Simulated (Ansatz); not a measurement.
# MgF2: band gap under strain

Aim: follow the gap of MgF2 (rutile) through these states: no strain; -4.0 % strain along z alone; -3.0 % strain along z alone. The table at the end shows which levels were run.

The runs shown are made with Ansatz 0.2.0. PAW datasets, plane waves. Calculated at 0 K for a non-magnetic cell.

## 1. The system as given

The unstrained cell was relaxed with r2SCAN; in each strained cell the atoms were relaxed again with r2SCAN. Names of k-points are those of the unstrained zone, where strain can split equivalent points. First state: no strain.

The symmetry is P4_2/mnm (No. 136, tetragonal); conventional cell a = 4.622 Å, c = 3.046 Å, 10.85 Å³ an atom. Mg has 6 F at 1.98–1.99 Å; F has 3 Mg at 1.98–1.99 Å.

Structure file:

```
Mg F
1.0
     4.62202    0.00000    0.00000
     0.00000    4.62202    0.00000
     0.00000    0.00000    3.04611
Mg F
2 4
Direct
  0.00000 0.00000 0.00000
  0.50000 0.50000 0.50000
  0.30295 0.30295 0.00000
  0.19705 0.80295 0.50000
  0.80295 0.19705 0.50000
  0.69705 0.69705 0.00000
```

## 2. No strain: PBE

Input file input.yaml:

```yaml
crystal:
  lattice:
    - [4.6220159946, 0.0, 0.0]
    - [0.0, 4.6220159946, 0.0]
    - [0.0, 0.0, 3.0461117595]
  atoms:
    - { symbol: Mg, position: [0.0, 0.0, 0.0] }
    - { symbol: Mg, position: [0.5, 0.5, 0.5] }
    - { symbol: F, position: [0.3029505751, 0.3029505751, 0.0] }
    - { symbol: F, position: [0.1970494249, 0.8029505751, 0.5] }
    - { symbol: F, position: [0.8029505751, 0.1970494249, 0.5] }
    - { symbol: F, position: [0.6970494249, 0.6970494249, 0.0] }
kpoints:
  mp_grid: { grid: [6, 6, 8] }
  band_path:
    path:
      - [0.0, 0.0, 0.0]
      - [0.0, 0.5, 0.0]
      - [0.5, 0.5, 0.0]
      - [0.0, 0.0, 0.5]
      - [0.0, 0.5, 0.5]
      - [0.5, 0.5, 0.5]
    npoints: 1
hamiltonian:
  xc: pbe
scf:
  occupations: { method: fermi_dirac, width: 0.02 }
  n_extra_bands: 5
output:
  forces: true
  stress: true
  eigenvalues: true
```

Command:

```
$ ansatz run input.yaml --threads 2 --pin off --max-ram 20275MiB --backend cpu --events-out ev --progress --plain --runs-dir out
```

The runs that follow: No strain: r2SCAN; No strain: HSE06; No strain: r2SCAN; -4.0 % strain along z alone: PBE; -4.0 % strain along z alone: r2SCAN; -4.0 % strain along z alone: HSE06; -4.0 % strain along z alone: r2SCAN; -3.0 % strain along z alone: PBE; -3.0 % strain along z alone: r2SCAN; -3.0 % strain along z alone: HSE06; -3.0 % strain along z alone: r2SCAN.

Before running it: what results should come out?

As calculated:

Least gap in eV (negative: overlap), with the change from the unstrained cell in brackets:

| state | volume change (%) | PBE | r2SCAN | HSE06 |
| --- | --- | --- | --- | --- |
| no strain | +0.0 | 7.16 | 8.07 | 9.47 |
| -4.0 % strain along z alone | -4.0 | 7.49 (+0.33) | 8.41 (+0.34) | 9.82 (+0.35) |
| -3.0 % strain along z alone | -3.0 | 7.41 (+0.25) | 8.33 (+0.26) | 9.73 (+0.26) |

In words: The largest move of the HSE06 gap in the table is +0.352 eV, under -4.0 % strain along z alone. PBE and HSE06 differ by 2.31 eV on the unstrained gap, and by at most 0.02 eV on its change: the two disagree on the size of the gap but agree on its response to strain.
